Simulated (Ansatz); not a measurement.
# MgO (Pm) in Ansatz: convergence with scf convergence dr2 threshold

Aim: find how far scf convergence dr2 threshold must go before the results for MgO settle, at PBE. This setting moves, with any that are tied to it; all else stays.

Program: Ansatz 0.2.0. These are calculated values, not measurements. Logs are shortened: lines on timing, memory, paths and dates and some standing lists are left out, and cuts for length are marked.

### 1 The cell of the first run

The typed cell holds 2 atoms: a = 2.938 Å, b = 2.938 Å, c = 2.680 Å, α = 90.00°, β = 90.00°, γ = 120.00°.

The cell comes from a database or a generator and needn't be the stable form of this composition.

The cell isn't the ideal one: atoms moved at random, drawn with an rms of 0.05 Å.

### 2 With scf convergence dr2 threshold 0.01

input.yaml

```yaml
crystal:
  lattice:
    - [2.9380209034, 0.0, 0.0]
    - [-1.4690104517, 2.5444007392, 0.0]
    - [0.0, 0.0, 2.67968]
  atoms:
    - { symbol: Mg, position: [0.008936, 0.003028, 0.002805] }
    - { symbol: O, position: [0.340199, 0.657737, 0.502803] }
hamiltonian:
  xc: pbe
  pseudopotentials: { kind: paw, source: jth }
kpoints:
  mp_grid: { grid: [8, 8, 7] }
scf:
  occupations: { method: gaussian, width: 0.05 }
  convergence: { dr2_threshold: 0.01 }
output:
  forces: true
  stress: true
  eigenvalues: true
```

Potentials or basis: JTH PAW.

The run is started by

```sh
> ansatz run input.yaml --threads 2 --pin off --max-ram 5632MiB --backend cpu --events-out ev --progress --plain --runs-dir out
```

The program printed:

```text
Warning: the atoms were moved onto the symmetric positions of the space group found under crystal.symmetry.tolerance 1.0e-5 (fractional; no operation is sought that the atoms, as they stand in a round, miss by more than twice it, and no atom is moved by as much as it), and the run uses the moved positions. Before a round's move an operation carried an atom to 5.36e-6 Å from where it should land, the largest such distance. Atom 0 (counting from 0) moved farthest, by 2.68e-6 Å; the longest move in fractions of the cell, of whichever atom, is 0.10 of the tolerance, in 1 round. To run the atoms as typed, lower crystal.symmetry.tolerance until the operations that they miss are no longer found, or set crystal.symmetry.detect: false (a key that needs symmetry detection or time reversal refuses this as the deck is read). The positions used, in the order of the run's atom list: position: [0.008936, 0.003028, 0.002804]; position: [0.340199, 0.657737, 0.502804];
Warning: the checks of this Mg dataset prove no rule for summing its radial tables, as where they were carried onto another mesh than they were made on, and Gregory's rule is taken, under which a leading mesh point left out moves its sums only by what lay on the interval it spanned. That does not make them correct, and they differ from Quantum ESPRESSO's on this file; a re-export a fraction of a mesh step off can move them. hamiltonian.pseudopotentials.radial_quadrature: simpson_from_first_knot sums it by `pw.x`'s rule; on a PAW file no value gives `pw.x`'s numbers. What more to know: hamiltonian.pseudopotentials.radial_quadrature, in the input reference
Warning: the checks of this O dataset prove no rule for summing its radial tables, as where they were carried onto another mesh than they were made on, and Gregory's rule is taken, under which a leading mesh point left out moves its sums only by what lay on the interval it spanned. That does not make them correct, and they differ from Quantum ESPRESSO's on this file; a re-export a fraction of a mesh step off can move them. hamiltonian.pseudopotentials.radial_quadrature: simpson_from_first_knot sums it by `pw.x`'s rule; on a PAW file no value gives `pw.x`'s numbers. What more to know: hamiltonian.pseudopotentials.radial_quadrature, in the input reference
Warning: scf.convergence.dr2_threshold = 1e-2 eV is looser than this run's default, which is 1e-7 eV or tighter. The error in the forces grows as the threshold's square root, so leave the key out unless less accurate forces are enough
Warning: output.stress: scf.convergence.dr2_threshold = 1e-2 eV is looser than the 2e-10 eV advised for a printed stress (1e-10 eV for each atom of the cell: 2). What an SCF threshold leaves in a stress goes as its square root, and in the free energy as the threshold itself, and one threshold admits the most on a small cell: of the crystals measured, under no hybrid functional and no lock of the moments, on runs that ended without the residual-converged pass, on stresses that held no estimate of that error, the worst erred by over 100 MPa in a component at 1e-7 eV an atom and by under 5 at 1e-10. Set scf.convergence.dr2_threshold to 2e-10 eV or tighter. The threshold is an SCF's pass mark: one that does not reach it within its budget of iterations ends unconverged, or closes short of it on a stop that the run arms, and scf.convergence.dr2_threshold's page says what that costs each kind of run
Warning: RAYON_NUM_THREADS=2 ignored (pool sized by the plan → 2); use --threads N
Engine: ansatz 0.2.0, aarch64-unknown-linux-gnu
Pseudopotentials: kind: paw
Pseudopotential: Mg, paw, valence charge 10, recommended cutoff 900 eV (normal), Mg.paw.azcp
Pseudopotential: O, paw, valence charge 6, recommended cutoff 1380 eV (normal), O.paw.azcp
Functional definition: PBE
  parameter kappa = 0.804
  parameter beta = 0.06672455060314922
  exchange = pbe_x(kappa = kappa, mu = beta*pi^2/3)
  correlation = pbe_c(beta = beta)
Crystal: 2 atoms, lattice volume = 20.032 Å³
Basis set: ecut = 1380 eV, 2291 PW (Γ), exchange–correlation on 72×72×72 points (8 copies of the dense FFT grid, shifted against one another)
Bands: 12, of which v1, the nominal top of the filled ones, is band 8 counted from 1 (7 counted from 0)
Symmetry: 2 space group operations
Space group: Pm (ITA 6), of the structure as read, at distance tolerance 2.7e-5 Å
k-points: 136 of 448 (time reversal used)
Non-local potential: Mg, projectors of the file, l = 0: 2, l = 1: 2
Non-local potential: O, projectors of the file, l = 0: 2, l = 1: 2
PAW form: soft (Blöchl's): semilocal exchange-correlation on the pseudo side does not see the compensation charge
PAW one-centre angular grid: Mg, 110 points (default); XC on 64 Gauss nodes
PAW one-centre angular grid: O, 110 points (default); XC on 64 Gauss nodes
Initial density: superposition of atomic densities (chi_scale 0.1, normalization cell, long waves kept (reshape's long-wave potential 0.00 eV rms))
Initial wavefunctions: pseudopotential atomic-orbital guess
Functional: x = pbe(κ = 0.804, μ = 0.2195149727645171), c = pbe(β = 0.06672455060314922)
SCF iter   1: F=—  HF=-2493.539039 eV  |F-HF|=—  |Δ(HF+E_count)|=         —  Δρ=6.02e-2  dr2=4.66e-1  ethr=3.10e-3  ⟨swp⟩=6.0  Hψ=10729  notcnv=0
preconditioner: auto → none  [insulator: Δε(μ)=2.752 eV  Ē_g=17.432 eV  σ=0.050 eV  W_gap=1.00  n_scr=8 (ndim 8)  ℏωp=23.5 eV  f_vac=0.000  D(μ)=0.00/eV (n_scr^D=0)  ε∞_Penn≈2.8]
SCF iter   2: F=—  HF=-2493.462506 eV  |F-HF|=—  |Δ(HF+E_count)|=   7.65e-2  Δρ=2.61e-2  dr2=9.29e-2  ethr=2.91e-3  ⟨swp⟩=2.0  Hψ=3264  notcnv=0
SCF iter   3: F=—  HF=-2493.476798 eV  |F-HF|=—  |Δ(HF+E_count)|=   1.43e-2  Δρ=3.55e-3  dr2=2.07e-3  ethr=5.81e-4  ⟨swp⟩=3.0  Hψ=3201  notcnv=0
iter 4 did not close the SCF: its close was put off for the readings that it lacked (scf_convergence_deferred on its scf_iter line)
SCF iter   4: F=-2493.477668 eV  HF=-2493.477669 eV  |F-HF|=1.17e-6  |Δ(HF+E_count)|=   8.71e-4  Δρ=3.19e-4  dr2=1.34e-5  ethr=1.29e-5  ⟨swp⟩=2.0  Hψ=2589  notcnv=0
iter 5 did not close the SCF: its close was put off for the readings that it lacked (scf_convergence_deferred on its scf_iter line)
SCF iter   5: F=-2493.477669 eV  HF=-2493.477669 eV  |F-HF|=3.29e-7  |Δ(HF+E_count)|=   2.26e-7  Δρ=6.59e-5  dr2=6.33e-7  ethr=8.39e-8  ⟨swp⟩=2.2  Hψ=2196  notcnv=0
SCF iter   6: F=-2493.477669 eV  HF=-2493.477669 eV  |F-HF|=5.78e-9  |Δ(HF+E_count)|=   3.90e-8  Δρ=8.28e-6  dr2=4.23e-9  ethr=3.96e-9  ⟨swp⟩=1.3  Hψ=5032  notcnv=0
SCF 1 converged in 6 iterations: F = -2493.477669 eV  dr2 = 4.23e-9
SCF converged after 6 iterations
Free energy (F): -2493.477669 eV
Harris-Foulkes:  -2493.477669 eV  (|F-HF|=5.78e-9)
Internal energy: -2493.477669 eV  (E = F + TS)
E sigma→0 (E₀):  -2493.477669 eV
Fermi energy:    10.212149 eV
--- Per-component energies (eV) ---
  E_band       = -293.311157
  E_kinetic    = 305.540631
  E_local      = -1307.978843  (includes V_loc(G=0)·N_el)
  E_nonlocal   = -273.139911
  E_hartree    = 417.932317
  E_xc         = -115.617035
  E_vxc        = -150.121511  (∫ρ·V_xc dr)
  E_paw        = -267.521249  (= ΣΔE_a)
  E_vpaw       = 296.522776  (= ΣTr[D̂ρ^β])
  E_aug_tail   = 0.000010  (compensation charges beyond the density's cutoff)
  E_ewald      = -1252.693590
  E_smearing   = -0.000000  (= −TS)
  E_closure    = -0.000000  (closes the sum)
  Σ components = -2493.477669   (vs F -2493.477669, Δ=0.00e0)
--- Forces (eV/Å), atoms counted from 1 ---
  atom   1  Mg     0.03477424    -0.10889418     0.00000000
  atom   2  O     -0.03479335     0.10895149     0.00000000
  max |Σ_I F_I| component: 5.73e-5 eV/Å
--- Stress (GPa, compression-positive) ---
        0.222410      -0.009760       0.000000
       -0.009760       0.288565       0.000000
        0.000000       0.000000       0.369334
  P = ⅓ Tr σ = 0.2934 GPa (2.934 kbar)
--- Band table (eV; the first three rows and the last of 136) ---
  k-point 0: bands = ["-64.5997", "-31.3438", "-31.3324", "-31.2772", "-8.7048", "8.0912", "8.1306", "8.3123", "11.7193", "20.5869", "24.2564", "24.3513"]
  k-point 1: bands = ["-64.5977", "-31.3418", "-31.3303", "-31.2994", "-8.5239", "6.9634", "8.1781", "8.2235", "12.7657", "20.7062", "24.5220", "24.6079"]
  k-point 2: bands = ["-64.5930", "-31.3492", "-31.3372", "-31.3256", "-8.0789", "4.9061", "8.3804", "8.4409", "14.4529", "20.0891", "25.2732", "25.3274"]
  k-point 135: bands = ["-64.5829", "-31.3957", "-31.3724", "-31.3378", "-6.9635", "5.1728", "5.3007", "7.8396", "14.6624", "19.8044", "23.1185", "23.6411"]
```

Run time: 5.5 s. Hardware: 2 threads of Arm Neoverse V2, shared host; peak memory 0.49 GiB.

Results:

| Property | Result |
| --- | --- |
| Free energy | -2493.4777 eV |
| Pressure | 0.3 GPa |
| Largest force | 0.114 eV/Å |
| Band gap on the k mesh | 3.01 eV, indirect (least direct gap 3.41 eV) |

### 3 With scf convergence dr2 threshold 0.001

Changes to input.yaml since step 2:

```diff
@@ -15,3 +15,3 @@
   occupations: { method: gaussian, width: 0.05 }
-  convergence: { dr2_threshold: 0.01 }
+  convergence: { dr2_threshold: 0.001 }
 output:
```

Potentials or basis: JTH PAW.

The run is started by

```sh
> ansatz run input.yaml --threads 2 --pin off --max-ram 5632MiB --backend cpu --events-out ev --progress --plain --runs-dir out
```

Run time: 5.7 s. Hardware: 2 threads of Arm Neoverse V2, shared host; peak memory 0.49 GiB.

Results:

- Free energy: -2493.4777 eV
- Pressure: 0.3 GPa
- Largest force: 0.114 eV/Å
- Band gap on the k mesh: 3.01 eV, indirect (least direct gap 3.41 eV)

### 4 With scf convergence dr2 threshold 0.0001

Changes to input.yaml since step 3:

```diff
@@ -15,3 +15,3 @@
   occupations: { method: gaussian, width: 0.05 }
-  convergence: { dr2_threshold: 0.001 }
+  convergence: { dr2_threshold: 0.0001 }
 output:
```

The run is started by

```sh
> ansatz run input.yaml --threads 2 --pin off --max-ram 5632MiB --backend cpu --events-out ev --progress --plain --runs-dir out
```

Run time: 5.8 s. Hardware: 2 threads of Arm Neoverse V2, shared host; peak memory 0.49 GiB.

Results:

* Free energy: -2493.4777 eV
* Pressure: 0.3 GPa
* Largest force: 0.114 eV/Å
* Band gap on the k mesh: 3.01 eV, indirect (least direct gap 3.41 eV)

### 5 With scf convergence dr2 threshold 1e-05

Changes to input.yaml since step 4:

```diff
@@ -15,3 +15,3 @@
   occupations: { method: gaussian, width: 0.05 }
-  convergence: { dr2_threshold: 0.0001 }
+  convergence: { dr2_threshold: 1.0e-05 }
 output:
```

The run is started by

```sh
> ansatz run input.yaml --threads 2 --pin off --max-ram 5632MiB --backend cpu --events-out ev --progress --plain --runs-dir out
```

It took 5.8 s on 2 threads of Arm Neoverse V2, shared host; peak memory 0.49 GiB.

What came out:

| Property | Result |
| --- | --- |
| Free energy | -2493.4777 eV |
| Pressure | 0.3 GPa |
| Largest force | 0.114 eV/Å |
| Band gap on the k mesh | 3.01 eV, indirect (least direct gap 3.41 eV) |

### 6 With scf convergence dr2 threshold 1e-06

Changes to input.yaml since step 5:

```diff
@@ -15,3 +15,3 @@
   occupations: { method: gaussian, width: 0.05 }
-  convergence: { dr2_threshold: 1.0e-05 }
+  convergence: { dr2_threshold: 1.0e-06 }
 output:
```

Potentials or basis: JTH PAW.

The run is started by

```sh
> ansatz run input.yaml --threads 2 --pin off --max-ram 5632MiB --backend cpu --events-out ev --progress --plain --runs-dir out
```

It took 5.9 s on 2 threads of Arm Neoverse V2, shared host; peak memory 0.49 GiB.

It converged, with:

```
Free energy            : -2493.4777 eV
Pressure               : 0.3 GPa
Largest force          : 0.114 eV/Å
Band gap on the k mesh : 3.01 eV, indirect (least direct gap 3.41 eV)
```

### 7 With scf convergence dr2 threshold 1e-07

Changes to input.yaml since step 6:

```diff
@@ -15,3 +15,3 @@
   occupations: { method: gaussian, width: 0.05 }
-  convergence: { dr2_threshold: 1.0e-06 }
+  convergence: { dr2_threshold: 1.0e-07 }
 output:
```

The run is started by

```sh
> ansatz run input.yaml --threads 2 --pin off --max-ram 5632MiB --backend cpu --events-out ev --progress --plain --runs-dir out
```

Run time: 5.8 s. Hardware: 2 threads of Arm Neoverse V2, shared host; peak memory 0.49 GiB.

The run converged. Its results:

| Property | Result |
| --- | --- |
| Free energy | -2493.4777 eV |
| Pressure | 0.3 GPa |
| Largest force | 0.114 eV/Å |
| Band gap on the k mesh | 3.01 eV, indirect (least direct gap 3.41 eV) |

### 8 With scf convergence dr2 threshold 1e-09

Changes to input.yaml since step 7:

```diff
@@ -15,3 +15,3 @@
   occupations: { method: gaussian, width: 0.05 }
-  convergence: { dr2_threshold: 1.0e-07 }
+  convergence: { dr2_threshold: 1.0e-09 }
 output:
```

The run is started by

```sh
> ansatz run input.yaml --threads 2 --pin off --max-ram 5632MiB --backend cpu --events-out ev --progress --plain --runs-dir out
```

Run time: 5.9 s. Hardware: 2 threads of Arm Neoverse V2, shared host; peak memory 0.49 GiB.

Results (log left out):

* Free energy: -2493.4777 eV
* Pressure: 0.3 GPa
* Largest force: 0.114 eV/Å
* Band gap on the k mesh: 3.01 eV, indirect (least direct gap 3.41 eV)

### 9 With scf convergence dr2 threshold 1e-11

Changes to input.yaml since step 8:

```diff
@@ -15,3 +15,3 @@
   occupations: { method: gaussian, width: 0.05 }
-  convergence: { dr2_threshold: 1.0e-09 }
+  convergence: { dr2_threshold: 1.0e-11 }
 output:
```

Potentials or basis: JTH PAW.

The run is started by

```sh
> ansatz run input.yaml --threads 2 --pin off --max-ram 5632MiB --backend cpu --events-out ev --progress --plain --runs-dir out
```

Wall time 6.4 s (2 threads of Arm Neoverse V2, shared host); peak memory 0.49 GiB.

It converged, with:

- Free energy: -2493.4777 eV
- Pressure: 0.3 GPa
- Largest force: 0.114 eV/Å
- Band gap on the k mesh: 3.01 eV, indirect (least direct gap 3.41 eV)

### 10 Result

| scf convergence dr2 threshold | energy less the tightest run, at zero smearing (meV/atom) | SCF cycles | CPU time (s) | peak memory (GiB) |
| --- | --- | --- | --- | --- |
| 0.01 | 0.00 | 6 | 11 | 0.49 |
| 0.001 | 0.00 | 6 | 11 | 0.49 |
| 0.0001 | 0.00 | 6 | 11 | 0.49 |
| 1e-05 | 0.00 | 6 | 12 | 0.49 |
| 1e-06 | 0.00 | 6 | 12 | 0.49 |
| 1e-07 | 0.00 | 6 | 12 | 0.49 |
| 1e-09 | 0.00 | 7 | 12 | 0.49 |
| 1e-11 | 0.00 | 8 | 13 | 0.49 |

Against the tightest run, the energy stays within 1 meV/atom from 0.01 on. The tightest run that finished is the yardstick and may itself not be fully converged.

Caveats: odd divisions of the mesh miss points on the zone boundary, where band edges often lie, so the gap on the mesh can be too wide.
